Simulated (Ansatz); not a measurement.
W3Se: from a trial structure to a relaxed crystal

Computed with DFT PBE, scalar-relativistic, plane waves, PAW (Ansatz). Cutoff 420 eV, Γ-centred k mesh, Gaussian smearing, no spin polarisation in the final step.

The start puts W3Se on the ReO3 structure type (Pm-3m, No. 221), with Se in place of Re, W in place of O, at a guessed volume.

```yaml
crystal:
  lattice:
    - [4.54181, 0.00000, 0.00000]
    - [0.00000, 4.54181, 0.00000]
    - [0.00000, 0.00000, 4.54181]
  atoms:
    - { symbol: W, position: [0.50000, 0.00000, 0.00000] }
    - { symbol: W, position: [0.00000, 0.50000, 0.00000] }
    - { symbol: W, position: [0.00000, 0.00000, 0.50000] }
    - { symbol: Se, position: [0.00000, 0.00000, 0.00000] }
```

Cell and atoms relax at zero pressure; the relaxation can't lower the symmetry of the start. After a coarse first stage the cell is made exact in the group found at 0.06 Å.

Formation energies are uncorrected and refer to the elements' standard structures at the same level.

**Question.** What does it relax into?

**Answer.** It keeps Pm-3m (No. 221). The result has the ReO3 structure. Conventional cell: a = 4.624 Å. Around W lie 2 Se at 2.31 Å; around Se lie 6 W at 2.31 Å.

Space group Pm-3m (No. 221). a = 4.624 Å, b = 4.624 Å, c = 4.624 Å, α = 90.00°, β = 90.00°, γ = 90.00°
```tsv
atom	site	symmetry	x	y	z
W	3d	4/mm.m	0.5000	0.0000	0.0000
Se	1a	m-3m	0.0000	0.0000	0.0000
```

**Question.** What are its volume, energy, density and gap?

**Answer.** The volume per atom is 24.72 Å³ and the density is 10.59 g/cm³. The energy over the elements is 2.78 eV/atom and the gap on the 10×10×10 mesh is 0 eV (a metal).

The final run used a 10×10×10 mesh on its 4-atom cell and 0.10 eV smearing. The k mesh leaves about 4 meV/atom of noise in metals. Spin–orbit coupling is left out. Symmetry constrained the relaxation, so the result can be a saddle point. The steps took about 50 core-seconds in all.

Cost: 3 runs of about 0.79 core-minutes in all, on Intel Xeon Platinum 8488C (Sapphire Rapids) (shared hosts).